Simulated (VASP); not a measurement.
# LiH (Pm-3m) in VASP: further runs, part 2 of 2

VASP 6.6.1. The steps go on from the part before.

**4. Band structure, PBE**

INCAR

```
PREC     = Accurate       # precision mode
ENCUT    = 900            # plane-wave cutoff, eV
EDIFF    = 1E-6           # SCF threshold, eV
ISMEAR   = -1             # smearing method
SIGMA    = 0.05           # smearing width, eV
LREAL    = F              # projectors in reciprocal space
LASPH    = T              # aspherical terms in the spheres
NELM     = 80             # most SCF steps
ALGO     = Normal         # electronic algorithm
ISIF     = 2              # what is computed and relaxed
LWAVE    = F              # write WAVECAR
LCHARG   = F              # write CHGCAR
GGA      = PE             # functional
NBANDS   = 9              # bands
```

KPOINTS

```
regular mesh
0
Gamma
  11 11 11
```

POSCAR

```
LiH
1.0
    2.5069900000      0.0000000000      0.0000000000
    0.0000000000      2.5069900000      0.0000000000
    0.0000000000      0.0000000000      2.5069900000
Li H
1 1
Direct
    0.5000000000      0.5000000000      0.5000000000
    0.0000000000      0.0000000000      0.0000000000
```

KPOINTS_OPT

```
path GXMGRX,MR
20
line-mode
reciprocal
 0.0000000000  0.0000000000  0.0000000000  G
 0.0000000000  0.5000000000  0.0000000000  X

 0.0000000000  0.5000000000  0.0000000000  X
 0.5000000000  0.5000000000  0.0000000000  M

 0.5000000000  0.5000000000  0.0000000000  M
 0.0000000000  0.0000000000  0.0000000000  G

 0.0000000000  0.0000000000  0.0000000000  G
 0.5000000000  0.5000000000  0.5000000000  R

 0.5000000000  0.5000000000  0.5000000000  R
 0.0000000000  0.5000000000  0.0000000000  X

 0.5000000000  0.5000000000  0.0000000000  M
 0.5000000000  0.5000000000  0.5000000000  R
```

Potentials or basis: VASP PAW PBE potentials, release 64 (Li_sv, H).

Started as:

```
$ cat potpaw_PBE.64/Li_sv/POTCAR potpaw_PBE.64/H/POTCAR > POTCAR
$ mpirun -np 1 vasp_std > vasp.out
```

OUTCAR:

```text
PREC = Accurate
   ENCUT = 900
   EDIFF = 1E-6
   ISMEAR = -1
   LREAL = F
   LASPH = T
   NELM = 80
   ISIF = 2
   GGA = PE

 ion  position               nearest neighbor table
   1  0.500  0.500  0.500-
   2  0.000  0.000  0.000-

  LATTYP: Found a simple cubic cell.
 ALAT       =     2.5069900000

  Lattice vectors:

[... 470 lines left out ...]
      7      23.5500      0.00000
      8      25.7051      0.00000
      9      28.3361      0.00000

 [... further k-points ...]

------------------------ aborting loop because EDIFF is reached ----------------------------------------

  FORCE on cell =-STRESS in cart. coord.  units (eV):
  Direction    XX          YY          ZZ          XY          YZ          ZX
  --------------------------------------------------------------------------------------
  -------------------------------------------------------------------------------------
  Total       -0.0064869     -0.0064869     -0.0064869      0.0000000      0.0000000     -0.0000000
  in kB       -0.6596165     -0.6596165     -0.6596165      0.0000000      0.0000000     -0.0000000
  external PRESSURE =      -0.6596165 kB  Pullay stress =       0.0000000 kB

 VOLUME and BASIS-vectors are now :
 -----------------------------------------------------------------------------
  energy-cutoff  :      900.00
  volume of cell :       15.76
      direct lattice vectors                 reciprocal lattice vectors
     2.506990000  0.000000000  0.000000000     0.398884718  0.000000000  0.000000000
     0.000000000  2.506990000  0.000000000     0.000000000  0.398884718  0.000000000
     0.000000000  0.000000000  2.506990000     0.000000000  0.000000000  0.398884718

 POSITION                                       TOTAL-FORCE (eV/Angst)
 -----------------------------------------------------------------------------------
      1.25350      1.25350      1.25350         0.000000      0.000000      0.000000
      0.00000      0.00000      0.00000         0.000000      0.000000      0.000000
 -----------------------------------------------------------------------------------
    total drift:                                0.000000      0.000000      0.000000

  FREE ENERGIE OF THE ION-ELECTRON SYSTEM (eV)
  ---------------------------------------------------
  free  energy   TOTEN  =        -5.6587791307 eV

  energy  without entropy=       -5.6587788954  energy(sigma->0) =       -5.65877901
```

OSZICAR:

```text
N       E                     dE             d eps       ncg     rms          rms(c)
DAV:   1     0.403950426990E+01    0.40395E+01   -0.25139E+03  1008   0.585E+02
DAV:   2    -0.567063223684E+01   -0.97101E+01   -0.96886E+01  1454   0.836E+01
DAV:   3    -0.591435301913E+01   -0.24372E+00   -0.24302E+00  1171   0.119E+01
[... 22 lines left out ...]
DAV:   6    -0.506081469369E+04   -0.33002E-04     1180
DAV:   7    -0.506081469403E+04   -0.33767E-06      917
       N       E                     dE             ncg
DAV:   1     0.117796036877E+05   -0.30405E+04      144
DAV:   2     0.117193089603E+05   -0.60295E+02      158
DAV:   3     0.117122865842E+05   -0.70224E+01      181
DAV:   4     0.117117217602E+05   -0.56482E+00      153
DAV:   5     0.117117144383E+05   -0.73218E-02      157
DAV:   6     0.117117144156E+05   -0.22793E-04      150
DAV:   7     0.117117144154E+05   -0.15312E-06       92
```

stdout:

```text
POSCAR found type information on POSCAR LiH
 POSCAR found :  2 types and       2 ions
 scaLAPACK will be used
 LDA part: xc-table for (Slater+PW92), standard interpolation
 POSCAR, INCAR and KPOINTS ok, starting setup
 FFT: planning ... GRIDC
 FFT: planning ... GRID_SOFT
 FFT: planning ... GRID
 WAVECAR not read
 entering main loop
 Start KPOINTS_OPT (optional k-point list driver)
k-point batch [1-56\120]
k-point batch [57-112\120]
k-point batch [113-120\120]
```

It took 34 s on 1 thread of AMD EPYC 7R13 (Zen 3), shared host; peak memory 0.13 GiB.

What came out:

```yaml
Free_energy: -5.6588 eV
Pressure: -0.1 GPa
Band_gap_along_the_path: 0.71 eV, indirect (least direct gap 4.21 eV)
```

Levels at the corners of the path, in eV from the valence-band top:
```csv
point,band 1,band 2,band 3,band 4,band 5,band 6
Γ,-48.10,-8.80,11.93,11.93,11.93,12.47
X,-48.04,-6.55,0.71,11.38,16.20,16.20
X,-48.04,-6.55,0.71,11.38,16.20,16.20
M,-48.00,-2.66,1.55,1.55,9.05,19.40
M,-48.00,-2.66,1.55,1.55,9.05,19.40
Γ,-48.10,-8.80,11.93,11.93,11.93,12.47
Γ,-48.10,-8.80,11.93,11.93,11.93,12.47
R,-47.95,0.00,6.41,6.41,6.41,8.76
R,-47.95,0.00,6.41,6.41,6.41,8.76
X,-48.04,-6.55,0.71,11.38,16.20,16.20
M,-48.00,-2.66,1.55,1.55,9.05,19.40
R,-47.95,0.00,6.41,6.41,6.41,8.76
```

**5. For comparison**

An earlier run on the cell as given: functional PBE; potentials or basis VASP PAW PBE potentials, release 64 (Li_sv, H); cutoff 520 eV; k mesh 11 × 11 × 11; occupations fermi-dirac, width 0.05 eV; no spin polarisation.

- Band gap on the k mesh: 1.16 eV, indirect (least direct gap 4.68 eV)

**6. The runs side by side**

```tsv
task	potentials or basis	cutoff (eV)	pressure (GPa)
band structure	VASP PAW PBE potentials, release 64 (Li_sv, H)	900	-0.1
band structure	VASP PAW PBE potentials, release 64 (Li, H)	900	0.2
single point	VASP PAW PBE potentials, release 64 (Li_sv, H)	520	-
```

Alike in all rows: level PBE; no spin polarisation; cell as given; k mesh 11 × 11 × 11; smearing fermi-dirac 0.05 eV.

Caveats: the cutoff is under 1.25 times the usual one of these potentials, so pressure, stress and relaxed cells hold a basis-set (Pulay) error (some runs); an odd mesh through Γ misses points on the zone boundary, where band edges often lie (some runs).

Total energies depend on the potentials used, so only differences within one code and one set of settings carry meaning.
